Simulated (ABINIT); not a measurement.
The system is Ga.

```
Ga
1.0
     2.77842    0.00000    0.00000
     0.00000    3.28161    0.00000
    -1.34343    0.00000    3.99027
Ga
2
Direct
  0.13460 0.75000 0.77017
  0.86540 0.25000 0.22983
```

This isn't the form of Ga at room conditions, which is orthorhombic.

| Quantity | Value |
| --- | --- |
| Program | ABINIT 10.8.3 (patched build) |
| Task | relaxation of cell and atoms |
| Functional | LDA |
| Potentials or basis | JTH PAW PBE v2.0 |
| Cutoff | 544 eV |
| k mesh | 6 × 5 × 5 |
| Occupations | fermi-dirac, width 0.05 eV |
| Spin | no spin polarisation |

At the start: pressure -2.9 GPa; volume 18.19 Å³/atom.

Problem. Where does the relaxation end?

Solution. Over 21 steps the energy falls by 23.5 meV/atom and the volume is 17.39 Å³/atom (-4.4 %); space group P2_1/m (No. 11, to 0.05 Å).

Step by step:
| step | energy change (eV) | largest force (eV/Å) | pressure (GPa) | volume (Å³) |
| --- | --- | --- | --- | --- |
| 1 | 0.0000 | 0.0568 | -2.87 | 36.38 |
| 2 | -0.0101 | 0.0564 | -2.42 | 36.06 |
| 3 | -0.0350 | 0.0429 | 1.22 | 34.09 |
| 4 | -0.0368 | 0.0461 | 0.30 | 34.51 |
| 5 | -0.0371 | 0.0446 | 0.26 | 34.53 |
| 6 | -0.0380 | 0.0405 | -0.05 | 34.70 |
| 7 | -0.0381 | 0.0405 | -0.06 | 34.70 |
| 8 | -0.0386 | 0.0417 | -0.04 | 34.69 |
| 9 | -0.0394 | 0.0444 | -0.04 | 34.69 |
| 10 | -0.0337 | 0.0597 | 0.08 | 34.76 |
| 11 | -0.0412 | 0.0421 | -0.01 | 34.69 |
| 12 | -0.0421 | 0.0381 | 0.00 | 34.70 |
| 13 | -0.0437 | 0.0289 | 0.03 | 34.71 |
| 14 | -0.0449 | 0.0240 | 0.09 | 34.68 |
| 15 | -0.0462 | 0.0214 | 0.17 | 34.65 |
| 16 | -0.0465 | 0.0252 | 0.14 | 34.67 |
| 17 | -0.0469 | 0.0300 | 0.04 | 34.74 |
| 18 | -0.0469 | 0.0265 | 0.03 | 34.75 |
| 19 | -0.0470 | 0.0138 | 0.00 | 34.77 |
| 20 | -0.0470 | 0.0066 | -0.01 | 34.77 |
| 21 | -0.0470 | 0.0028 | -0.01 | 34.77 |

Final structure:
```
Ga
1.0
     2.74625    0.00000   -0.02487
     0.00000    3.32720    0.00000
    -1.36360    0.00000    3.81772
Ga
2
Direct
  0.07540 0.75000 0.76337
  0.92460 0.25000 0.23663
```

Caveat: the k mesh is coarse (spacing up to 0.40 Å⁻¹), so the values aren't converged; the PAW data sets were made with another functional, which shifts forces and pressure a little.
